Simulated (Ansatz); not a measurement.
Chalcopyrite CuInS₂ was calculated with r²SCAN in Ansatz (plane waves, PAW).

Numerical settings: plane-wave cutoff 560 eV, 10×10×10 k mesh, Fermi–Dirac smearing 0.01 eV, no spin polarisation, scalar-relativistic PAW data made under PBE.

Results at a series of volumes:

```
V (Å³/atom)  E − E_lowest (meV/atom)  P (GPa)
-----------  -----------------------  -------
20.363                          8.43     3.31
20.787                          2.02     1.56
21.212                          0.00     0.00
21.636                          1.88    -1.39
22.060                          7.22    -2.62
```

### Question
What bulk modulus B0 and pressure derivative B′ does a third-order Birch–Murnaghan fit give?

### Answer
V0 = 21.212 Å³/atom, B0 = 73.6 GPa, B′ = 4.8 (fit to the energies at full precision).

Shape and atoms are relaxed at each volume.

Note: the bulk modulus comes from volumes at which shape and atoms were relaxed.

Spin–orbit coupling is not included.

Ansatz is an electronic-structure program.
